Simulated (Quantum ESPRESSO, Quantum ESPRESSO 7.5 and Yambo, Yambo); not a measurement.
**SiC (P6_3mc): G0W0 with Yambo, start to end**

How does a plane-wave GW calculation on SiC (P6_3mc) run from the first input to the gap?

Method: PBE and many-body steps on it, plane waves, in Quantum ESPRESSO 7.5 and Yambo 5.3.0.

**Experimental background.**

- Gap 3.33 eV: band gap at cryogenic temperature; bulk crystal (literature value) (quoted in “Silicon carbide diodes for neutron detection”, 2020, arxiv:2009.14696).

Most raw output is cut from this account.

**1. Set-up**

Symmetry: P6_3mc, No. 186, hexagonal system. Conventional cell: a = 3.074 Å, b = 3.074 Å, c = 5.045 Å, α = 90.00°, β = 90.00°, γ = 120.00°. Nearest to Si lie 4 C at 1.88 to 1.90 Å. Nearest to C lie 4 Si at 1.88 to 1.90 Å. Farther neighbours are not listed.

The cell and positions are those that the Materials Project relaxed with its own functionals (PBE, PBE+U or r2SCAN), kept fixed.

**2. Ground state**

This step: Quantum ESPRESSO 7.5; DFT, PBE, plane waves, norm-conserving pseudopotentials.

The ground-state density comes first.

pw.in reads:

```
&control
  calculation = 'scf'
  prefix = 'x'
  outdir = 'o'
  pseudo_dir = 'pseudo'
/
&system
  ibrav = 0
  nat = 4
  ntyp = 2
  ecutwfc = 74.0
  nbnd = 14
  force_symmorphic = .true.
/
&electrons
  conv_thr = 1e-10
  electron_maxstep = 80
  mixing_beta = 0.5
/
ATOMIC_SPECIES
  Si 28.085 Si.upf
  C 12.011 C.upf
CELL_PARAMETERS angstrom
  3.0735139282 0.0000000000 0.0000000000
  -1.5367569641 2.6617411407 0.0000000000
  0.0000000000 0.0000000000 5.0452477100
ATOMIC_POSITIONS crystal
  Si 0.3333333333 0.6666666667 0.4996024000
  Si 0.6666666667 0.3333333333 0.9996024000
  C 0.3333333333 0.6666666667 0.8753976000
  C 0.6666666667 0.3333333333 0.3753976000
K_POINTS automatic
  6 6 4 0 0 0
```

On the command line:

```sh
> OMP_NUM_THREADS=1 mpirun -n 4 pw.x -nk 4 -in pw.in > pw.out
```

Elapsed: 4.2 s, on 4 MPI ranks of AMD EPYC 9R14 (Zen 4), shared host; peak memory 0.27 GiB.

Numbers from this step:

- total energy: -558.8921 eV
- gap: 2.275 eV
- k of the valence top: 0, 0, 0
- k of the conduction bottom: 0.3333, 0.3333, 0
- least direct gap: 3.985 eV

The gap is indirect, with the least direct gap 1.71 eV higher.

**3. Bands along the symmetry lines**

Levels along a band path, at the cheap level, show where the edges lie and whether the meshes to come will hold them.

pw.in reads:

```
&control
  calculation = 'bands'
  prefix = 'x'
  outdir = 'o'
  pseudo_dir = 'pseudo'
/
&system
  ibrav = 0
  nat = 4
  ntyp = 2
  ecutwfc = 74.0
  nbnd = 14
  force_symmorphic = .true.
/
&electrons
  conv_thr = 1e-9
  electron_maxstep = 80
  diago_full_acc = .true.
  diago_thr_init = 5e-6
/
ATOMIC_SPECIES
  Si 28.085 Si.upf
  C 12.011 C.upf
CELL_PARAMETERS angstrom
  3.0735139282 0.0000000000 0.0000000000
  -1.5367569641 2.6617411407 0.0000000000
  0.0000000000 0.0000000000 5.0452477100
ATOMIC_POSITIONS crystal
  Si 0.3333333333 0.6666666667 0.4996024000
  Si 0.6666666667 0.3333333333 0.9996024000
  C 0.3333333333 0.6666666667 0.8753976000
  C 0.6666666667 0.3333333333 0.3753976000
K_POINTS crystal
  75
  0.00000000 0.00000000 0.00000000 1
  0.06250000 0.00000000 0.00000000 1
  0.12500000 0.00000000 0.00000000 1
  0.18750000 0.00000000 0.00000000 1
  0.25000000 0.00000000 0.00000000 1
  0.31250000 0.00000000 0.00000000 1
  0.37500000 0.00000000 0.00000000 1
  0.43750000 0.00000000 0.00000000 1
  0.50000000 0.00000000 0.00000000 1
  0.47916667 0.04166667 0.00000000 1
  0.45833333 0.08333333 0.00000000 1
  0.43750000 0.12500000 0.00000000 1
  0.41666666 0.16666666 0.00000000 1
  0.39583333 0.20833333 0.00000000 1
  0.37500000 0.25000000 0.00000000 1
  0.35416666 0.29166666 0.00000000 1
  0.33333333 0.33333333 0.00000000 1
  0.29166666 0.29166666 0.00000000 1
  0.25000000 0.25000000 0.00000000 1
  0.20833333 0.20833333 0.00000000 1
  0.16666666 0.16666666 0.00000000 1
  0.12500000 0.12500000 0.00000000 1
  0.08333333 0.08333333 0.00000000 1
  0.04166667 0.04166667 0.00000000 1
  0.00000000 0.00000000 0.00000000 1
  0.00000000 0.00000000 0.06250000 1
  0.00000000 0.00000000 0.12500000 1
  0.00000000 0.00000000 0.18750000 1
  0.00000000 0.00000000 0.25000000 1
  0.00000000 0.00000000 0.31250000 1
  0.00000000 0.00000000 0.37500000 1
  0.00000000 0.00000000 0.43750000 1
  0.00000000 0.00000000 0.50000000 1
  0.06250000 0.00000000 0.50000000 1
  0.12500000 0.00000000 0.50000000 1
  0.18750000 0.00000000 0.50000000 1
  0.25000000 0.00000000 0.50000000 1
  0.31250000 0.00000000 0.50000000 1
  0.37500000 0.00000000 0.50000000 1
  0.43750000 0.00000000 0.50000000 1
  0.50000000 0.00000000 0.50000000 1
  0.47916667 0.04166667 0.50000000 1
  0.45833333 0.08333333 0.50000000 1
  0.43750000 0.12500000 0.50000000 1
  0.41666666 0.16666666 0.50000000 1
  0.39583333 0.20833333 0.50000000 1
  0.37500000 0.25000000 0.50000000 1
  0.35416666 0.29166666 0.50000000 1
  0.33333333 0.33333333 0.50000000 1
  0.29166666 0.29166666 0.50000000 1
  0.25000000 0.25000000 0.50000000 1
  0.20833333 0.20833333 0.50000000 1
  0.16666666 0.16666666 0.50000000 1
  0.12500000 0.12500000 0.50000000 1
  0.08333333 0.08333333 0.50000000 1
  0.04166667 0.04166667 0.50000000 1
  0.00000000 0.00000000 0.50000000 1
  0.50000000 0.00000000 0.50000000 1
  0.50000000 0.00000000 0.43750000 1
  0.50000000 0.00000000 0.37500000 1
  0.50000000 0.00000000 0.31250000 1
  0.50000000 0.00000000 0.25000000 1
  0.50000000 0.00000000 0.18750000 1
  0.50000000 0.00000000 0.12500000 1
  0.50000000 0.00000000 0.06250000 1
  0.50000000 -0.00000000 0.00000000 1
  0.33333333 0.33333333 0.50000000 1
  0.33333333 0.33333333 0.43750000 1
  0.33333333 0.33333333 0.37500000 1
  0.33333333 0.33333333 0.31250000 1
  0.33333333 0.33333333 0.25000000 1
  0.33333333 0.33333333 0.18750000 1
  0.33333333 0.33333333 0.12500000 1
  0.33333333 0.33333333 0.06250000 1
  0.33333333 0.33333333 0.00000000 1
```

It took 3.6 s on 4 MPI ranks; peak memory 0.24 GiB; 13 s of CPU time.

This step gave:

```yaml
gap: 2.275 eV
k_of_the_valence_top: 0, 0, 0
k_of_the_conduction_bottom: 0.3333, 0.3333, 0
least_direct_gap: 3.985 eV
```

The gap is 2.275 eV, as in the run before at this level.

The electronic bands at the labelled points (eV, zero at the top of the highest filled band; v1 is the highest filled band, c1 the lowest empty one):

```csv
point,v4,v3,v2,v1,c1,c2,c3,c4
Γ,-1.32,-0.11,0.00,0.00,4.82,6.22,6.68,6.68
halfway,-2.97,-2.53,-1.02,-0.61,4.06,5.85,7.26,7.67
M,-5.45,-3.33,-3.30,-1.20,2.79,4.23,6.90,7.14
halfway,-5.40,-4.67,-3.37,-2.55,3.20,5.17,7.69,8.51
K,-6.27,-4.05,-4.05,-3.84,2.28,8.18,8.87,8.87
halfway,-4.15,-2.82,-1.45,-1.25,5.07,5.82,7.01,7.22
Γ,-1.32,-0.11,0.00,0.00,4.82,6.22,6.68,6.68
halfway,-1.15,-1.15,-0.22,-0.22,5.10,6.80,6.80,7.04
A,-0.71,-0.71,-0.71,-0.71,5.91,5.91,7.37,7.37
halfway,-2.96,-2.96,-1.72,-1.72,4.50,4.50,7.37,7.37
L,-2.45,-2.45,-2.34,-2.34,3.29,3.29,5.27,5.27
halfway,-4.26,-4.26,-1.92,-1.92,4.29,4.29,6.37,6.37
H,-5.66,-5.66,-1.74,-1.74,5.08,5.08,6.03,6.03
halfway,-3.02,-3.02,-2.50,-2.50,5.18,5.18,7.55,7.55
A,-0.71,-0.71,-0.71,-0.71,5.91,5.91,7.37,7.37
jump to L,-2.45,-2.45,-2.34,-2.34,3.29,3.29,5.27,5.27
halfway,-4.15,-3.10,-2.34,-1.63,3.11,3.27,6.64,7.05
M,-5.45,-3.33,-3.30,-1.20,2.79,4.23,6.90,7.14
jump to H,-5.66,-5.66,-1.74,-1.74,5.08,5.08,6.03,6.03
halfway,-6.47,-4.52,-2.82,-2.82,3.50,6.58,6.58,7.84
K,-6.27,-4.05,-4.05,-3.84,2.28,8.18,8.87,8.87
```

**4. Empty states on the mesh, 6×6×4 mesh, 180 bands**

The sums over transitions need many empty states on a uniform mesh; this step solves for them.

pw.in reads:

```
&control
  calculation = 'nscf'
  prefix = 'x'
  outdir = 'o'
  pseudo_dir = 'pseudo'
/
&system
  ibrav = 0
  nat = 4
  ntyp = 2
  ecutwfc = 74.0
  nbnd = 180
  force_symmorphic = .true.
/
&electrons
  conv_thr = 1e-9
  electron_maxstep = 80
  diago_full_acc = .true.
  diago_thr_init = 5e-6
/
ATOMIC_SPECIES
  Si 28.085 Si.upf
  C 12.011 C.upf
CELL_PARAMETERS angstrom
  3.0735139282 0.0000000000 0.0000000000
  -1.5367569641 2.6617411407 0.0000000000
  0.0000000000 0.0000000000 5.0452477100
ATOMIC_POSITIONS crystal
  Si 0.3333333333 0.6666666667 0.4996024000
  Si 0.6666666667 0.3333333333 0.9996024000
  C 0.3333333333 0.6666666667 0.8753976000
  C 0.6666666667 0.3333333333 0.3753976000
K_POINTS automatic
  6 6 4 0 0 0
```

It took 14 s on 4 MPI ranks; peak memory 0.42 GiB.

This step gave:

| Item | Value |
| --- | --- |
| gap | 2.275 eV |
| k of the valence top | 0, 0, 0 |
| k of the conduction bottom | 0.3333, 0.3333, 0 |
| least direct gap | 3.985 eV |
| k points computed | 24 |
| lowest point of the top converged band, above the valence top | 131.3251 eV |

On this mesh the gap is 2.275 eV.

**5. Conversion and set-up**

This step: Yambo 5.3.0; conversion and set-up on PBE, plane waves, norm-conserving pseudopotentials.

The states are converted to the many-body program's format and the q mesh is built.

On the command line:

```sh
> (cd o/x.save; p2y > p2y.log; mv SAVE ../..); yambo > setup.log
```

It took 2.9 s on 1 MPI rank; peak memory 0.24 GiB.

**6. Screening and self-energy, 6×6×4 mesh, 180 bands, screening to 210.9 eV**

Now the one-shot GW correction: screening in the RPA, then the self-energy of the levels asked for.

This step: G0W0 on PBE, plane waves, norm-conserving pseudopotentials.

gw1.in reads:

```
HF_and_locXC
gw0
dyson
ppa
em1d
rim_cut
RandQpts= 1000000
RandGvec= 1 RL
EXXRLvcs= 74 Ry
VXCRLvcs= 296 Ry
Chimod= "HARTREE"
% BndsRnXp
 1 | 180 |
%
NGsBlkXp= 15.5 Ry
% LongDrXp
 1 | 1 | 1 |
%
% GbndRnge
 1 | 180 |
%
DysSolver= "n"
ExtendOut
PPAPntXp= 27.21138 eV
% QPkrange
 1 | 1 | 7 | 10 |
 19 | 19 | 7 | 10 |
 10 | 10 | 7 | 10 |
%
```

On the command line:

```sh
> OMP_NUM_THREADS=1 mpirun -n 4 yambo -F gw1.in -J gw1 -C gw1 > gw1.log
```

Run time: 8.7 min. Hardware: 4 MPI ranks; peak memory 2.4 GiB.

Numbers from this step:

| Item | Value |
| --- | --- |
| G0W0 gap on the points computed | 2.993 eV |
| starting gap on the mesh | 2.275 eV |
| k of the valence top | 0, 0, 0 |
| k of the conduction bottom | 0.3333, 0.3333, 0 |
| least direct G0W0 gap on the computed points | 4.915 eV |
| Z at the valence top | 0.7960 |
| Z at the conduction bottom | 0.8272 |

The gap on the mesh goes from 2.28 eV to 2.99 eV, a correction of +0.72 eV.

Limits: finite bands, cutoff and mesh. v1 is the top filled band, c1 the lowest empty one. Levels before and after the correction, in eV, zero at the valence-band top of each column:

```csv
,conduction bottom,valence top
Kohn-Sham,2.28,0.00
G0W0,2.99,0.00
```

```csv
,level,energy (eV)
Kohn-Sham,Γ v2-v1,0.000
Kohn-Sham,Γ c1,4.820
Kohn-Sham,Γ c2,6.220
Kohn-Sham,(0.333 0.333 0) v2,-4.053
Kohn-Sham,(0.333 0.333 0) v1,-3.842
Kohn-Sham,(0.333 0.333 0) c1,2.275
Kohn-Sham,(0.333 0.333 0) c2,8.182
G0W0,Γ v2-v1,0.000
G0W0,Γ c1,5.720
G0W0,Γ c2,7.088
G0W0,(0.333 0.333 0) v2,-4.409
G0W0,(0.333 0.333 0) v1,-4.203
G0W0,(0.333 0.333 0) c1,2.993
G0W0,(0.333 0.333 0) c2,9.287
```

**7. Where the time went**

Times are wall times on the hardware named with each run, good to a factor of about two.

```csv
step,time,share,memory (GiB)
ground state,4.2 s,1 %,0.27
bands along the symmetry lines,3.6 s,1 %,0.24
empty states on the mesh,14 s,3 %,0.42
conversion and set-up,2.9 s,1 %,0.24
screening and self-energy,8.7 min,95 %,2.4
```

**8. Outcome**

| Property | Result |
| --- | --- |
| PBE gap | 2.28 eV, indirect |
| G0W0 gap on the mesh | 2.99 eV |
| GW settings | 6×6×4 mesh, 180 bands, screening to 210.9 eV, Godby-Needs plasmon pole |
| known limits | not at the basis limit |

G0W0 moves the gap on the mesh from 2.28 eV to 2.99 eV (+0.72 eV), with Z of 0.80 and 0.83 at the edges. Only 3 of the mesh's irreducible points were corrected, so a valley elsewhere could overtake. The dearest step here is «screening and self-energy». Against experiment, by G0W0@PBE: the gap of 2.99 eV lies −0.34 eV from the measured 3.33 eV (kind not stated, quoted 2020). The calculation has static nuclei and no excitons; a measured gap holds zero-point and thermal motion, which mostly lowers it. Bands and cutoff are finite, so the gap is not at the basis limit. The miss can reach some tenths of an eV and take either sign; the mesh is an error of its own. In the G0W0 run levels were corrected at 3 k points alone, so a gap called «on the mesh» is the least over those, and an edge elsewhere would be missed.

[Paths, hosts, dates, memory and timing lines, banners, echoed tables and standing remarks are left out of the program output.]

[Logs are printed without paths, hosts, clocks, repeated set-up lines and the standing remarks that a program may print on its own settings, such as how far it seeks lower states.]

[Runs of the session that timed out or met a known fault of the program may be left out.]

[Hosts, paths, dates, database ids (printed as entryN), source tags and the programs' standing remarks are cut or masked in the printed files.]
